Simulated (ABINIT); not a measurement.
# TaN (Fm-3m) in ABINIT: single point with PBE

Aim: the single point of TaN with PBE.

Everything below comes from runs of ABINIT 10.8.3 (patched build). Logs are shortened: lines on timing, memory, paths and dates and some standing lists are left out, and cuts for length are marked. The log counts tension as positive stress, the text compression.

### Step 1. The structure

Symmetry: Fm-3m, No. 225, cubic system. Conventional cell: a = 4.423 Å, b = 4.423 Å, c = 4.423 Å, α = 90.00°, β = 90.00°, γ = 90.00°. Ta (site symmetry m-3m) is surrounded by 6 N at 2.21 Å. Around N (site symmetry m-3m) lie 6 Ta at 2.21 Å.

The cell comes from a database or a generator and needn't be the stable form of this composition.

### Step 2. Single point, PBE

The input, run.abi:

```
# Pseudopotentials
pp_dirpath "./"
pseudos "Ta.upf, N.upf"

# Structure
acell 3*1.0 Angstrom
rprim
     0.0000000000     2.2113230000     2.2113230000
     2.2113230000     0.0000000000     2.2113230000
     2.2113230000     2.2113230000     0.0000000000
ntypat 2
znucl 73 7
natom 2
typat 1 2
xred
     0.5000000000     0.5000000000     0.5000000000
     0.0000000000     0.0000000000     0.0000000000

# Plane-wave basis
ecut 952.398519 eV

# k points
kptopt 1
ngkpt 8 8 8
nshiftk 1
shiftk 0.0 0.0 0.0

# Exchange and correlation
ixc 11

# Bands and occupations
nband 13
occopt 3
tsmear 0.05 eV

# SCF cycle
nstep 100
tolvrs 1.0e-10

# Output
iomode 3
prtwf 0
prtden 0
prteig 0
prtebands 0
enunit 2
```

Potentials or basis: PseudoDojo NC SR PBE v0.4.1 standard.

Started as:

```bash
mpirun --bind-to none -np 4 abinit run.abi > log 2>&1
```

run.abo:

```text
.Version 10.8.3 of ABINIT
 Symmetries : space group Fm -3 m (#225); Bravais cF (face-center cubic)
================================================================================
 Values of the parameters that define the memory need of the present run
     intxc =       0    ionmov =       0      iscf =       7    lmnmax =       8
     lnmax =       8     mgfft =      32  mpssoang =       4    mqgrid =    3001
     natom =       2  nloc_mem =       1    nspden =       1   nspinor =       1
    nsppol =       1      nsym =      48    n1xccc =    2501    ntypat =       2
    occopt =       3   xclevel =       2
       mpw =        1456          nfft =       32768          nkpt =          29
================================================================================
================================================================================

--------------------------------------------------------------------------------
------------- Echo of variables that govern the present computation ------------
--------------------------------------------------------------------------------
 -outvars: echo values of preprocessed input variables --------
            acell      1.8897261259E+00  1.8897261259E+00  1.8897261259E+00 Bohr
              amu      1.80947900E+02  1.40067400E+01
             ecut      3.50000000E+01 Hartree
           enunit           2
              ixc          11
         kptrlatt        8    0    0      0    8    0      0    0    8
          kptrlen      4.72776668E+01
            natom           2
            nband          13
            ngfft          32      32      32
             nkpt          29
            nstep         100
             nsym          48
           ntypat           2
           occopt           3
           prtden           0
        prtebands           0
           prteig           0
            prtwf           0
            rprim      0.0000000000E+00  2.2113230000E+00  2.2113230000E+00
                       2.2113230000E+00  0.0000000000E+00  2.2113230000E+00
                       2.2113230000E+00  2.2113230000E+00  0.0000000000E+00
          spgroup         225
           tolvrs      1.00000000E-10
           tsmear      1.83746611E-03 Hartree
            typat      1  2
           xangst      2.2113230000E+00  2.2113230000E+00  2.2113230000E+00
                       0.0000000000E+00  0.0000000000E+00  0.0000000000E+00
            xcart      4.1787948459E+00  4.1787948459E+00  4.1787948459E+00
                       0.0000000000E+00  0.0000000000E+00  0.0000000000E+00
             xred      5.0000000000E-01  5.0000000000E-01  5.0000000000E-01
                       0.0000000000E+00  0.0000000000E+00  0.0000000000E+00
            znucl       73.00000    7.00000

================================================================================

 chkinp: Checking input parameters for consistency.

================================================================================
[... 102 lines left out ...]
       0.500000000000      0.500000000000      0.500000000000
       0.000000000000      0.000000000000      0.000000000000
 rms dE/dt=  0.0000E+00; max dE/dt=  0.0000E+00; dE/dt below (all hartree)
    1       0.000000000000      0.000000000000      0.000000000000
    2       0.000000000000      0.000000000000      0.000000000000

 cartesian coordinates (angstrom) at end:
    1      2.21132300000000     2.21132300000000     2.21132300000000
    2      0.00000000000000     0.00000000000000     0.00000000000000

 cartesian forces (hartree/bohr) at end:
    1     -0.00000000000000    -0.00000000000000    -0.00000000000000
    2     -0.00000000000000    -0.00000000000000    -0.00000000000000
 frms,max,avg= 0.0000000E+00 0.0000000E+00   0.000E+00  0.000E+00  0.000E+00 h/b

 cartesian forces (eV/Angstrom) at end:
    1     -0.00000000000000    -0.00000000000000    -0.00000000000000
    2     -0.00000000000000    -0.00000000000000    -0.00000000000000
 frms,max,avg= 0.0000000E+00 0.0000000E+00   0.000E+00  0.000E+00  0.000E+00 e/A
 length scales=  1.889726125908  1.889726125908  1.889726125908 bohr
              =  1.000000000000  1.000000000000  1.000000000000 angstroms
 Fermi (or HOMO) energy (hartree) =   0.59571   Average Vxc (hartree)=  -0.50618
 Eigenvalues (hartree) for nkpt=  29  k points:
 kpt#   1, nband= 13, wtk=  0.00195, kpt=  0.0000  0.0000  0.0000 (reduced coord)
  -1.96302   -0.72143   -0.72143   -0.72143   -0.09364    0.45367    0.45367    0.45367
   0.51869    0.51869    0.51869    0.59708    0.59708
      occupation numbers for kpt#   1
   2.00000    2.00000    2.00000    2.00000    2.00000    2.00000    2.00000    2.00000
   2.00000    2.00000    2.00000    0.64552    0.64552
 prteigrs : prtvol=0 or 1, do not print more k-points.

 Fermi (or HOMO) energy (eV) =  16.21020   Average Vxc (eV)= -13.77395
 Eigenvalues (   eV  ) for nkpt=  29  k points:
 kpt#   1, nband= 13, wtk=  0.00195, kpt=  0.0000  0.0000  0.0000 (reduced coord)
 -53.41654  -19.63117  -19.63117  -19.63117   -2.54804   12.34493   12.34493   12.34493
  14.11436   14.11436   14.11436   16.24725   16.24725
 prteigrs : prtvol=0 or 1, do not print more k-points.

--- !EnergyTerms
iteration_state     : {dtset: 1, }
comment             : Components of total free energy in Hartree
kinetic             :  2.43140324963891E+01
hartree             :  7.63608096359295E+00
xc                  : -1.79191778207345E+01
Ewald energy        : -6.16881514544083E+01
psp_core            :  3.31723205827166E+00
local_psp           : -3.48515116771858E+01
non_local_psp       :  3.65304642611438E+00
internal            : -7.55384490079606E+01
'-kT*entropy'       : -2.61041632996698E-04
total_energy        : -7.55387100495935E+01
total_energy_eV     : -2.05551301568266E+03
band_energy         : -5.28456102391423E+00
...

 Cartesian components of stress tensor (hartree/bohr^3)
  sigma(1 1)=  6.58650954E-05  sigma(3 2)=  0.00000000E+00
  sigma(2 2)=  6.58650954E-05  sigma(3 1)=  0.00000000E+00
  sigma(3 3)=  6.58650954E-05  sigma(2 1)=  0.00000000E+00

-Cartesian components of stress tensor (GPa)         [Pressure= -1.9378E+00 GPa]
- sigma(1 1)=  1.93781801E+00  sigma(3 2)=  0.00000000E+00
- sigma(2 2)=  1.93781801E+00  sigma(3 1)=  0.00000000E+00
- sigma(3 3)=  1.93781801E+00  sigma(2 1)=  0.00000000E+00

== END DATASET(S) ==============================================================
================================================================================

 -outvars: echo values of variables after computation  --------
            acell      1.8897261259E+00  1.8897261259E+00  1.8897261259E+00 Bohr
           etotal     -7.5538710050E+01
            fcart     -0.0000000000E+00 -0.0000000000E+00 -0.0000000000E+00
                      -0.0000000000E+00 -0.0000000000E+00 -0.0000000000E+00
            rprim      0.0000000000E+00  2.2113230000E+00  2.2113230000E+00
                       2.2113230000E+00  0.0000000000E+00  2.2113230000E+00
                       2.2113230000E+00  2.2113230000E+00  0.0000000000E+00
           strten      6.5865095356E-05  6.5865095356E-05  6.5865095356E-05
                       0.0000000000E+00  0.0000000000E+00  0.0000000000E+00
           xangst      2.2113230000E+00  2.2113230000E+00  2.2113230000E+00
                       0.0000000000E+00  0.0000000000E+00  0.0000000000E+00
             xred      5.0000000000E-01  5.0000000000E-01  5.0000000000E-01
                       0.0000000000E+00  0.0000000000E+00  0.0000000000E+00
 Calculation completed.
```

It took 6.6 s on 4 MPI ranks of Arm Neoverse V1, shared host; peak memory 0.24 GiB.

What came out:

| Property | Result |
| --- | --- |
| Free energy | -2055.5130 eV |
| Pressure | -1.9 GPa |
| Band gap on the k mesh | none (metal or under the smearing width) |
| Valence electrons inside the program's atomic spheres | Ta 9.29; N 5.36 |

Levels at points of the mesh, in eV from the Fermi level:
| k point | band 7 | band 8 | band 9 | band 10 | band 11 | band 12 |
| --- | --- | --- | --- | --- | --- | --- |
| (0.00, 0.00, 0.00) | -3.87 | -3.87 | -2.10 | -2.10 | -2.10 | 0.04 |
| (0.50, 0.00, 0.00) | -7.52 | -7.52 | 1.80 | 1.80 | 1.88 | 3.68 |
| (0.50, 0.50, 0.00) | -5.39 | -4.68 | -4.68 | 2.04 | 3.41 | 3.41 |

Caveat: the highest band is partly filled, so the run has too few bands.
